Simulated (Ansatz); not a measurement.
`COC(C)=O` → `[CH2]` (triplet) + `CC(=O)O` at 600 K and 1 bar (formal loss of a carbene).

Calculated with Ansatz (gas phase, PBE0-D4/def2-TZVP geometries, no zero-point term in ΔE). CBS: MP2 limit from def2 TZ/QZ plus the TZ coupled-cluster correction, frozen cores. This one scheme is used for every species. Triplets are unrestricted, without spin–orbit coupling. Each species was taken in one conformer, which may not be the lowest.

```json
{"species": "`COC(C)=O`", "CCSD(T)/CBS energy (Eh)": "-268.11980", "H − E (kJ/mol)": "290.4", "S (J/(mol·K))": "407.6"}
{"species": "`[CH2]` (triplet)", "CCSD(T)/CBS energy (Eh)": "-39.09499", "H − E (kJ/mol)": "66.5", "S (J/(mol·K))": "220.8"}
{"species": "`CC(=O)O`", "CCSD(T)/CBS energy (Eh)": "-228.87529", "H − E (kJ/mol)": "204.1", "S (J/(mol·K))": "348.2"}
```

H − E and S are ideal-gas, rigid-rotor, harmonic terms from PBE0-D4/def2-TZVP, for one conformer and one mirror image of each species, with the whole ground term of open shells counted as degenerate. 1 Eh = 2625.50 kJ/mol, R = 8.31446 J/(mol·K).

Task: By hand: ΔE, ΔH, ΔS and ΔG.

Result: ΔE = (-39.09499) + (-228.87529) − (-268.11980) = 0.14952 Eh = 392.6 kJ/mol. Δ(H − E) = 66.5 + 204.1 − 290.4 = -19.8, so ΔH = 372.8 kJ/mol. ΔS = 220.8 + 348.2 − 407.6 = 161.4 J/(mol·K). ΔG = 372.8 − 600 × (161.4)/1000 = 276.0 kJ/mol.

Task: By hand: the equilibrium constant, and the temperature at which ΔG would vanish if ΔH and ΔS stayed fixed.

Result: log₁₀ K = −ΔG/(RT ln 10) = -24.0. ΔG = 0 at ΔH/ΔS = 2310 K.

The number of gas molecules changes by +1, which sets the sign of ΔS. A doubt of 5 kJ/mol in ΔE shifts log₁₀ K by 0.4 here. Other conformers and mirror images would add mixing entropy, several J/(mol·K) or more a flexible species. Modes under 60 cm⁻¹, often nearly free rotors, make the harmonic entropy too high. A triplet takes part, so the spin changes. These are equilibria of isolated gas molecules and say nothing of rates. Largest T1 diagnostic: 0.015 (customary marks: 0.02 for closed shells, 0.045 for open ones).
